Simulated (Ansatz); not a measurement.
A plane-wave DFT run in Ansatz 0.2.0 (scalar-relativistic PAW potentials unless the input names others): input and command.

```yaml
crystal:
  lattice:
    - [0.0, -2.7234129054, -2.7234129054]
    - [-2.7234129054, 0.0, -2.7234129054]
    - [2.7234129054, 2.7234129054, -5.4468258107]
  atoms:
    - { symbol: Si, position: [0.1154174805, 0.1441635861, 0.6250014529] }
    - { symbol: Si, position: [0.6345825195, 0.6058364139, 0.1249985471] }
    - { symbol: Si, position: [0.3845825195, 0.3558364139, 0.8749985471] }
    - { symbol: Si, position: [0.8654174805, 0.8941635861, 0.3750014529] }
    - { symbol: Ni, position: [0.4865087326, 0.5269825947, 0.4999999401] }
    - { symbol: Ni, position: [1.0134912674, -0.0269825947, 5.99e-08] }
basis:
  ecutwfc: 420
kpoints:
  mp_grid: { grid: [12, 12, 14] }
hamiltonian:
  xc: pbe
scf:
  occupations: { method: gaussian, width: 0.15 }
  convergence: { dr2_threshold: 1.0e-14 }
  max_iter: 80
output:
  forces: true
  eigenvalues: true
  stress: true
```

```bash
ansatz run input.yaml --threads 2 --pin off --max-ram 5120MiB --backend cpu --events-out ev --progress --plain --runs-dir out
```

Abridged log:
```
Warning: crystal.symmetry: narrowed to the stabiliser of the k-point mesh — unitary ops 4 → 2; excluded 2 operations that carry a point of the 12×12×14 mesh (shift [0, 0, 0]) off the mesh (the run samples exactly the mesh kpoints.mp_grid names, as under crystal.symmetry.detect: false, and its converged state has the mesh's symmetry, not the crystal's; ε∞, the Born charges and the force constants of a linear response (`dielectric:` by the response, `phonons.method: dfpt`) are averaged over those of the crystal's operations that the state keeps within a tolerance, where `mesh_tensors`, `unaverag ...
Pseudopotentials: kind: paw
Pseudopotential: Si, paw, valence charge 4, recommended cutoff 420 eV (normal)
Pseudopotential: Ni, paw, valence charge 18, recommended cutoff 420 eV (normal)
Functional definition: PBE
Crystal: 6 atoms, lattice volume = 80.798 Å³
Basis set: ecut = 420 eV, 1545 PW (Γ), exchange–correlation on 54×54×90 points (8 copies of the dense FFT grid, shifted against one another)
Bands: 32, of which v1, the nominal top of the filled ones, is band 26 counted from 1 (25 counted from 0)
Symmetry: 2 space group operations
k-points: 1012 of 2016
Initial density: superposition of atomic densities (neutral atoms: chi_scale 0, normalization atom), corrected by the library's trained network
Initial wavefunctions: pseudopotential atomic-orbital guess
Functional: x = pbe(κ = 0.804, μ = 0.21951497), c = pbe(β = 0.06672455)
SCF iter   1: F=—  HF=-14224.795446 eV  |F-HF|=—  |Δ(HF+E_count)|=         —  Δρ=9.76e-3  dr2=5.51e-2  ethr=1.77e-3  ⟨swp⟩=5.8  Hψ=140931  notcnv=0
SCF iter   2: F=—  HF=-14224.790436 eV  |F-HF|=—  |Δ(HF+E_count)|=   5.01e-3  Δρ=3.41e-3  dr2=8.35e-3  ethr=1.06e-4  ⟨swp⟩=1.0  Hψ=40486  notcnv=0
SCF iter   3: F=—  HF=-14224.789584 eV  |F-HF|=—  |Δ(HF+E_count)|=   8.52e-4  Δρ=5.68e-4  dr2=3.28e-4  ethr=1.61e-5  ⟨swp⟩=1.1  Hψ=32535  notcnv=0
SCF iter   4: F=—  HF=-14224.789639 eV  |F-HF|=—  |Δ(HF+E_count)|=   5.49e-5  Δρ=2.30e-4  dr2=4.06e-5  ethr=6.30e-7  ⟨swp⟩=2.1  Hψ=50523  notcnv=0
SCF iter   5: F=—  HF=-14224.789658 eV  |F-HF|=—  |Δ(HF+E_count)|=   1.90e-5  Δρ=6.99e-5  dr2=6.30e-6  ethr=7.80e-8  ⟨swp⟩=2.1  Hψ=42619  notcnv=0
SCF iter   6: F=—  HF=-14224.789662 eV  |F-HF|=—  |Δ(HF+E_count)|=   3.64e-6  Δρ=4.93e-5  dr2=1.26e-6  ethr=1.21e-8  ⟨swp⟩=2.0  Hψ=50551  notcnv=0
SCF iter   7: F=—  HF=-14224.789661 eV  |F-HF|=—  |Δ(HF+E_count)|=   2.53e-7  Δρ=1.58e-5  dr2=2.04e-7  ethr=2.43e-9  ⟨swp⟩=2.0  Hψ=49396  notcnv=0  defer=1
SCF iter   8: F=—  HF=-14224.789661 eV  |F-HF|=—  |Δ(HF+E_count)|=   1.33e-8  Δρ=1.73e-6  dr2=3.10e-9  ethr=3.93e-10  ⟨swp⟩=1.7  Hψ=41260  notcnv=0
SCF iter   9: F=—  HF=-14224.789661 eV  |F-HF|=—  |Δ(HF+E_count)|=  2.36e-11  Δρ=4.85e-7  dr2=1.28e-10  ethr=5.96e-12  ⟨swp⟩=2.1  Hψ=50850  notcnv=0
SCF iter  10: F=—  HF=-14224.789661 eV  |F-HF|=—  |Δ(HF+E_count)|=  9.09e-12  Δρ=1.17e-7  dr2=7.54e-12  ethr=2.45e-13 (applied; sched 1.00e-12)  ⟨swp⟩=2.4  Hψ=51113  notcnv=0  defer=653
SCF iter  11: F=—  HF=-14224.789661 eV  |F-HF|=—  |Δ(HF+E_count)|=  1.82e-12  Δρ=1.32e-8  dr2=1.22e-13  ethr=1.45e-14 (applied; sched 1.00e-12)  ⟨swp⟩=2.5  Hψ=51374  notcnv=0  defer=1008
SCF iter  12: F=-14224.789661 eV  HF=-14224.789661 eV  |F-HF|=1.82e-12  |Δ(HF+E_count)|=  7.28e-12  Δρ=2.14e-9  dr2=3.08e-15  ethr=1.00e-12  ⟨swp⟩=7.9  Hψ=141127  notcnv=0
SCF 1 converged in 12 iterations: F = -14224.789661 eV  dr2 = 3.08e-15
SCF converged after 12 iterations
Free energy (F): -14224.789661 eV
Harris-Foulkes:  -14224.789661 eV  (|F-HF|=1.82e-12)
Internal energy: -14224.768199 eV  (E = F + TS)
E sigma→0 (E₀):  -14224.778930 eV
Entropy (-TS):   -0.021462 eV (-3.577 meV/atom)
Fermi energy:    12.869680 eV
--- Forces (eV/Å), atoms counted from 1 ---
  atom   1  Si     0.03088043    -0.02501637     0.02379688
  atom   2  Si    -0.07630202     0.02502798    -0.02613012
  atom   3  Si    -0.03088043     0.02501637    -0.02379688
  atom   4  Si     0.07630202    -0.02502798     0.02613012
  atom   5  Ni     0.14870901    -0.07349873     0.07313680
  atom   6  Ni    -0.14870901     0.07349873    -0.07313680
--- Stress (GPa, compression-positive) ---
       -0.066803      -0.113417       0.109020
       -0.113417      -0.049652      -0.038666
        0.109020      -0.038666      -0.064110
  P = ⅓ Tr σ = -0.0602 GPa (-0.602 kbar)
```

One setting here is needlessly strict: a threshold far tighter than needed (scf.convergence.dr2_threshold: not typed → 1e-14). It leaves the result as it was and can only cost iterations: the run converged in 12 SCF iterations (reference: 8) with an energy at zero smearing within 0.01 meV/atom of the reference's, pressure -0.06 GPa, largest force 0.181 eV/Å, no gap on the mesh. The program drops the symmetry operations that the mesh breaks, which leaves more k-points to solve, 1012 here. A reference run from the same start on usual settings converged with pressure -0.06 GPa, largest force 0.181 eV/Å, no gap on the mesh.

The run took 110 s on 2 threads of Intel(R) Xeon(R) Processor @ 2.70GHz (shared host), peak memory 1.8 GiB.